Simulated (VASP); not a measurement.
# ZrB (Pm-3m) in VASP: notebook

The runs below take ZrB through single point, with r2SCAN.

Program: VASP 6.6.1. These are calculated values, not measurements. Logs are shortened: lines on timing, memory, paths and dates and some standing lists are left out, and cuts for length are marked.

**1. The crystal as given**

Symmetry: Pm-3m, No. 221, cubic system. The conventional cell has a = 2.943 Å, b = 2.943 Å, c = 2.943 Å, α = 90.00°, β = 90.00°, γ = 90.00°. Zr (site symmetry m-3m) has 8 B at 2.55 Å as nearest neighbours. B (site symmetry m-3m) has 8 Zr at 2.55 Å as nearest neighbours.

The cell was built by a generator and needn't be a form met in nature.

**2. Single point, r2SCAN**

The input, POSCAR:

```
ZrB
1.0
    2.9432651143      0.0000000000      0.0000000000
    0.0000000000      2.9432651143      0.0000000000
    0.0000000000      0.0000000000      2.9432651143
Zr B
1 1
Direct
    0.0000000000      0.0000000000      0.0000000000
    0.5000000000      0.5000000000      0.5000000000
```

The input, INCAR.step1:

```
ALGO = Normal
EDIFF = 1E-4
ENCUT = 520
GGA = PE
ISMEAR = 0
LASPH = T
LCHARG = F
LREAL = F
LWAVE = T
NBANDS = 14
NELM = 100
PREC = Accurate
SIGMA = 0.1
```

The input, INCAR.step2:

```
ALGO = Normal
EDIFF = 1E-7
ENCUT = 520
ISIF = 2
ISMEAR = 0
ISTART = 1
LASPH = T
LCHARG = T
LELF = T
LMIXTAU = T
LREAL = F
LVHAR = T
LWAVE = F
METAGGA = R2SCAN
NBANDS = 14
NELM = 100
PREC = Accurate
SIGMA = 0.1
```

The input, KPOINTS:

```
k-points
0
Gamma
  6 6 6
```

Potentials or basis: VASP PAW PBE potentials, release 64 (Zr_sv, B).

Run with:

```console
$ cat potpaw_PBE.64/Zr_sv/POTCAR potpaw_PBE.64/B/POTCAR > POTCAR
$ cp INCAR.step1 INCAR
$ mpirun -np 1 vasp_std > vasp.out
$ cp INCAR.step2 INCAR
$ mpirun -np 1 vasp_std > vasp.out
```

OUTCAR:

```text
EDIFF = 1E-7
   ENCUT = 520
   ISIF = 2
   ISMEAR = 0
   ISTART = 1
   LASPH = T
   LREAL = F
   METAGGA = R2SCAN
   NELM = 100
   PREC = Accurate

 ion  position               nearest neighbor table
   1  0.000  0.000  0.000-   2 2.55   2 2.55   2 2.55   2 2.55   2 2.55   2 2.55   2 2.55   2 2.55

   2  0.500  0.500  0.500-   1 2.55   1 2.55   1 2.55   1 2.55   1 2.55   1 2.55   1 2.55   1 2.55

  LATTYP: Found a simple cubic cell.
 ALAT       =     2.9432651143

  Lattice vectors:

 A1 = (   2.9432651143,   0.0000000000,   0.0000000000)
 A2 = (   0.0000000000,   2.9432651143,   0.0000000000)
 A3 = (   0.0000000000,   0.0000000000,   2.9432651143)

Analysis of symmetry for initial positions (statically):
=====================================================================
 Subroutine PRICEL returns:
 Original cell was already a primitive cell.

 Routine SETGRP: Setting up the symmetry group for a
 simple cubic supercell.

 Subroutine GETGRP returns: Found 48 space group operations
 (whereof 48 operations were pure point group operations)
 out of a pool of 48 trial point group operations.

The static configuration has the point symmetry O_h .

Analysis of symmetry for dynamics (positions and initial velocities):
=====================================================================
 Subroutine PRICEL returns:
 Original cell was already a primitive cell.

 Routine SETGRP: Setting up the symmetry group for a
 simple cubic supercell.

 Subroutine GETGRP returns: Found 48 space group operations
 (whereof 48 operations were pure point group operations)
 out of a pool of 48 trial point group operations.

The dynamic configuration has the point symmetry O_h .

 Subroutine INISYM returns: Found 48 space group operations
 (whereof 48 operations are pure point group operations),
 and found     1 'primitive' translations

----------------------------------------------------------------------------------------

                                     Primitive cell

  volume of cell :      25.4969

  direct lattice vectors                    reciprocal lattice vectors
     2.943265114  0.000000000  0.000000000     0.339758724  0.000000000  0.000000000
     0.000000000  2.943265114  0.000000000     0.000000000  0.339758724  0.000000000
     0.000000000  0.000000000  2.943265114     0.000000000  0.000000000  0.339758724

  length of vectors
     2.943265114  2.943265114  2.943265114     0.339758724  0.339758724  0.339758724

  position of ions in fractional coordinates (direct lattice)
     0.000000000  0.000000000  0.000000000
     0.500000000  0.500000000  0.500000000

  ion indices of the primitive-cell ions
   primitive index   ion index
                 1           1
                 2           2

----------------------------------------------------------------------------------------

 KPOINTS: k-points

Automatic generation of k-mesh.
 Grid dimensions read from file:
 generate k-points for:    6    6    6

 Generating k-lattice:

  Cartesian coordinates                     Fractional coordinates (reciprocal lattice)
     0.056626454  0.000000000  0.000000000     0.166666667  0.000000000  0.000000000
     0.000000000  0.056626454  0.000000000     0.000000000  0.166666667  0.000000000
     0.000000000  0.000000000  0.056626454     0.000000000  0.000000000  0.166666667

  Length of vectors
     0.056626454  0.056626454  0.056626454

  Shift w.r.t. Gamma in fractional coordinates (k-lattice)
     0.000000000  0.000000000  0.000000000

 Subroutine IBZKPT returns following result:
 ===========================================

 Found     20 irreducible k-points:

 Following reciprocal coordinates:
            Coordinates               Weight
  0.000000  0.000000  0.000000      1.000000
  0.166667  0.000000  0.000000      6.000000
  0.333333  0.000000  0.000000      6.000000
  0.500000  0.000000  0.000000      3.000000
  0.166667  0.166667  0.000000     12.000000
  0.333333  0.166667  0.000000     24.000000
[... 12 lines left out ...]
  0.500000  0.500000  0.333333      6.000000
  0.500000  0.500000  0.500000      1.000000
   k-points           NKPTS =     20   k-points in BZ     NKDIM =     20   number of bands    NBANDS=     14
   number of dos      NEDOS =    301   number of ions     NIONS =      2
   total plane-waves  NPLWV =  13824
   dimension x,y,z NGX =    24 NGY =   24 NGZ =   24
   dimension x,y,z NGXF=    48 NGYF=   48 NGZF=   48
   ions per type =               1   1
   NGX,Y,Z   is equivalent  to a cutoff of  13.56, 13.56, 13.56 a.u.
   NGXF,Y,Z  is equivalent  to a cutoff of  27.11, 27.11, 27.11 a.u.
 SYSTEM =  unknown system
   PREC   = accura    normal or accurate (medium, high low for compatibility)
   ISTART =      1    job   : 0-new  1-cont  2-samecut
   ICHARG =      0    charge: 1-file 2-atom 10-const
   ISPIN  =      1    spin polarized calculation?
   LNONCOLLINEAR =      F non collinear calculations
   LSORBIT =      F    spin-orbit coupling
   LASPH  =      T    aspherical Exc in radial PAW
   ENCUT  =  520.0 eV  38.22 Ry    6.18 a.u.   5.47  5.47  5.47*2*pi/ulx,y,z
   NELM   =    100;   NELMIN=  2; NELMDL=  0     # of ELM steps
   EDIFF  = 0.1E-06   stopping-criterion for ELM
   LREAL  =      F    real-space projection
   EDIFFG = 0.1E-05   stopping-criterion for IOM
   NSW    =      0    number of steps for IOM
   IBRION =     -1    ionic relax: 0-MD 1-quasi-New 2-CG
   NFREE  =      0    steps in history (QN), initial steepest desc. (CG)
   ISIF   =      2    stress and relaxation
   ISYM   =      2    0-nonsym 1-usesym 2-fastsym
   POTIM  = 0.5000    time-step for ionic-motion
   TEBEG  =    0.0;   TEEND  =   0.0 temperature during run
   PSTRESS=    0.0 pullay stress
   NELECT =      15.0000    total number of electrons
   NUPDOWN=      -1.0000    fix difference up-down
   EMIN   =  10.00;   EMAX   =-10.00  energy-range for DOS
   EFERMI =   0.00;   METHOD = LEGACY
   ISMEAR =     0;   SIGMA  =   0.10  broadening in eV -4-tet -1-fermi 0-gaus
   EFERMI_NEDOS =   21; number of points for ismear=-14 and -15
   IALGO  =     38    algorithm
   IMIX   =      4    mixing-type and parameters
     AMIX     =   0.40;   BMIX     =  1.00
     AMIX_MAG =   1.60;   BMIX_MAG =  1.00
  volume/ion in A,a.u.               =      12.75        86.03
  Fermi-wavevector in a.u.,A,eV,Ry     =   1.371753  2.592237 25.602162  1.881706
  Thomas-Fermi vector in A             =   2.497421
   LORBIT       =      0    0 simple, 1 ext, 2 COOP (PROOUT), +10 PAW based schemes
   METAGGA = R2SCAN    functional components
   LHFCALC =     F    Hartree Fock is set to
   AEXX    =    0.0000 exact exchange contribution
   IVDW    =     0    specifies the selected vdW correction
   LEPSILON=     F    determine dielectric tensor
   LRPA    =     F    only Hartree local field effects (RPA)
 non-spin polarized calculation
 Gauss-broadening in eV      SIGMA  =   0.10
  energy-cutoff  :      520.00
  volume of cell :       25.50
 maximum number of plane-waves:       700
 NGX is ok and might be reduce to    24
   NGX = 11   NGY = 11   NGZ = 11

 number of electron      15.0000001 magnetization

 Free energy of the ion-electron system (eV)
  ---------------------------------------------------
  ext. energy  EPLUGINS =         0.00000000
  ---------------------------------------------------
  free energy    TOTEN  =       -29.72321954 eV

  energy without entropy =      -29.71404887  energy(sigma->0) =      -29.71863421

 E-fermi :  10.6922     XC(G=0): -13.1584

 val. band max:       10.6326974588   @ k =   0.5000   0.3333   0.0000
 cond. band min:      10.7514623798   @ k =   0.5000   0.1667   0.1667
 fundamental gap:      0.1187649210
 Fermi energy:        10.6921989072

 k-point     1 :       0.0000    0.0000    0.0000
  band No.  band energies     occupation
      1     -39.7140      2.00000
      2     -16.5577      2.00000
      3     -16.5577      2.00000
      4     -16.5577      2.00000
      5      -0.1777      2.00000
      6       8.3127      2.00000
      7       8.3127      2.00000
      8      13.3563      0.00000
      9      13.3563      0.00000
     10      13.3563      0.00000
     11      15.7813      0.00000
     12      15.7813      0.00000
     13      15.7813      0.00000
     14      23.2442      0.00000

 k-point     2 :       0.1667    0.0000    0.0000
  band No.  band energies     occupation
      1     -39.6786      2.00000
      2     -16.8987      2.00000
      3     -16.5253      2.00000
      4     -16.5253      2.00000
      5       0.4342      2.00000
      6       8.2107      2.00000
      7       8.5734      2.00000
      8      12.0877      0.00000
      9      12.0877      0.00000
     10      13.2182      0.00000
     11      15.9003      0.00000
     12      17.1252      0.00000
     13      17.1252      0.00000
     14      23.8078      0.00000

 k-point     3 :       0.3333    0.0000    0.0000
  band No.  band energies     occupation
      1     -39.6067      2.00000
      2     -17.5333      2.00000
      3     -16.4597      2.00000
      4     -16.4597      2.00000
      5       1.9875      2.00000
      6       6.6179      2.00000
      7       9.1796      2.00000
      8      10.6212      1.68438
      9      10.6212      1.68438
     10      15.1478      0.00000
     11      16.1518      0.00000
     12      19.0746      0.00000
     13      19.0746      0.00000
     14      20.8501      0.00000

 k-point     4 :       0.5000    0.0000    0.0000
  band No.  band energies     occupation
      1     -39.5702      2.00000
      2     -17.8307      2.00000
      3     -16.4265      2.00000
      4     -16.4265      2.00000
      5       3.7199      2.00000
      6       4.6505      2.00000
      7       9.5432      2.00000
      8      10.0628      2.00000
      9      10.0628      2.00000
     10      16.2852      0.00000
     11      17.4134      0.00000
     12      19.6139      0.00000
     13      20.2369      0.00000
     14      20.2369      0.00000

 k-point     5 :       0.1667    0.1667    0.0000
  band No.  band energies     occupation
      1     -39.6435      2.00000
      2     -16.8844      2.00000
      3     -16.8332      2.00000
      4     -16.4940      2.00000
      5       0.9790      2.00000
      6       8.3461      2.00000
      7       8.5834      2.00000
      8      10.9387      0.00049
      9      11.7916      0.00000
     10      13.9822      0.00000
     11      14.9482      0.00000
[... 208 lines left out ...]
 k-point    18 :       0.5000    0.3333    0.3333
  band No.  band energies     occupation
      1     -39.3695      2.00000
      2     -17.4954      2.00000
      3     -17.1997      2.00000
      4     -17.1599      2.00000
      5       3.6938      2.00000
      6       5.9422      2.00000
      7       6.1598      2.00000
      8      10.3663      2.00000
      9      14.0538      0.00000
     10      14.3187      0.00000
     11      16.3194      0.00000
     12      18.6247      0.00000
     13      20.9349      0.00000
     14      23.3270      0.00000

 k-point    19 :       0.5000    0.5000    0.3333
  band No.  band energies     occupation
      1     -39.3362      2.00000
      2     -17.4402      2.00000
      3     -17.4402      2.00000
      4     -17.1319      2.00000
      5       3.9287      2.00000
      6       5.7312      2.00000
      7       5.7312      2.00000
      8       9.0951      2.00000
      9      14.4470      0.00000
     10      17.3888      0.00000
     11      17.3888      0.00000
     12      18.2103      0.00000
     13      20.8546      0.00000
     14      22.1226      0.00000

 k-point    20 :       0.5000    0.5000    0.5000
  band No.  band energies     occupation
      1     -39.3032      2.00000
      2     -17.3868      2.00000
      3     -17.3868      2.00000
      4     -17.3868      2.00000
      5       5.1010      2.00000
      6       5.1010      2.00000
      7       5.1010      2.00000
      8       7.2125      2.00000
      9      18.2693      0.00000
     10      18.2693      0.00000
     11      19.5409      0.00000
     12      19.5409      0.00000
     13      19.5409      0.00000
     14      21.2485      0.00000

------------------------ aborting loop because EDIFF is reached ----------------------------------------

  FORCE on cell =-STRESS in cart. coord.  units (eV):
  Direction    XX          YY          ZZ          XY          YZ          ZX
  --------------------------------------------------------------------------------------
  -------------------------------------------------------------------------------------
  Total        2.4455482      2.4455482      2.4455482     -0.0000000     -0.0000000      0.0000000
  in kB      153.6733868    153.6733868    153.6733868     -0.0000000     -0.0000000      0.0000000
  external PRESSURE =     153.6733868 kB  Pullay stress =       0.0000000 kB

 VOLUME and BASIS-vectors are now :
 -----------------------------------------------------------------------------
  energy-cutoff  :      520.00
  volume of cell :       25.50
      direct lattice vectors                 reciprocal lattice vectors
     2.943265114  0.000000000  0.000000000     0.339758724  0.000000000  0.000000000
     0.000000000  2.943265114  0.000000000     0.000000000  0.339758724  0.000000000
     0.000000000  0.000000000  2.943265114     0.000000000  0.000000000  0.339758724

 POSITION                                       TOTAL-FORCE (eV/Angst)
 -----------------------------------------------------------------------------------
      0.00000      0.00000      0.00000         0.000000      0.000000      0.000000
      1.47163      1.47163      1.47163         0.000000      0.000000      0.000000
 -----------------------------------------------------------------------------------
    total drift:                                0.000000      0.000000      0.000000

  FREE ENERGIE OF THE ION-ELECTRON SYSTEM (eV)
  ---------------------------------------------------
  free  energy   TOTEN  =       -29.7232195449 eV

  energy  without entropy=      -29.7140488689  energy(sigma->0) =      -29.71863421
```

Run time: 13 s. Hardware: 1 thread of Intel Xeon 6975P-C (Granite Rapids), shared host; peak memory 0.14 GiB.

Results:

* Free energy: -29.7232 eV
* Pressure: 15.4 GPa
* Band gap on the k mesh: none (metal or under the smearing width)

Levels at points of the mesh, in eV from the Fermi level:
| k point | band 3 | band 4 | band 5 | band 6 | band 7 | band 8 | band 9 | band 10 | band 11 | band 12 |
| --- | --- | --- | --- | --- | --- | --- | --- | --- | --- | --- |
| (0.00, 0.00, 0.00) | -27.25 | -27.25 | -10.87 | -2.38 | -2.38 | 2.66 | 2.66 | 2.66 | 5.09 | 5.09 |
| (0.50, 0.00, 0.00) | -27.12 | -27.12 | -6.97 | -6.04 | -1.15 | -0.63 | -0.63 | 5.59 | 6.72 | 8.92 |
| (0.50, 0.50, 0.00) | -28.29 | -27.01 | -8.27 | -2.01 | -2.01 | -1.00 | 2.35 | 2.35 | 3.88 | 6.93 |
| (0.50, 0.50, 0.50) | -28.08 | -28.08 | -5.59 | -5.59 | -5.59 | -3.48 | 7.58 | 7.58 | 8.85 | 8.85 |

Caveat: so large a pressure means that the cell lies far from this level's equilibrium, or that cutoff or potentials fall short; the potentials were made for another functional, which shifts forces and pressure.

[end of part 1 of 2]
